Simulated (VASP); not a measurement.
A run of VASP 6.6.1 is set up as follows.

INCAR

```
PREC     = Accurate       # precision mode
ENCUT    = 520            # plane-wave cutoff, eV
EDIFF    = 1E-6           # SCF threshold, eV
ISMEAR   = 0              # smearing method
SIGMA    = 0.1            # smearing width, eV
LREAL    = F              # projectors in reciprocal space
LASPH    = T              # aspherical terms in the spheres
NELM     = 100            # most SCF steps
ALGO     = Fast           # electronic algorithm
ISIF     = 2              # what is computed and relaxed
LWAVE    = F              # write WAVECAR
LCHARG   = F              # write CHGCAR
GGA      = PE             # functional
IVDW     = 12             # dispersion correction
NBANDS   = 18             # bands
```

The input KPOINTS:

```
regular mesh
0
Gamma
  15 15 10
```

The input POSCAR:

```
PtSe2
1.0
    3.7714571391      0.0000000000      0.0000000000
   -1.8857285695      3.2661776918      0.0000000000
    0.0000000000      0.0000000000      4.8233068484
Pt Se
1 2
Direct
    0.0000000000      0.0000000000      0.0000000000
    0.3333333333      0.6666666667      0.2654558734
    0.6666666667      0.3333333333      0.7345441266
```

Potentials or basis: VASP PAW PBE potentials, release 64 (Pt, Se).

Command:

```bash
$ cat potpaw_PBE.64/Pt/POTCAR potpaw_PBE.64/Se/POTCAR > POTCAR
$ mpirun -np 1 vasp_std > vasp.out
```

(1) What does it give for the pressure?

(2) What does it give for the largest force?

Results:

(1) 0.0 GPa.

(2) 0.007 eV/Å.

Caveat: pairwise dispersion overbinds metals, which lowers pressure and volume.
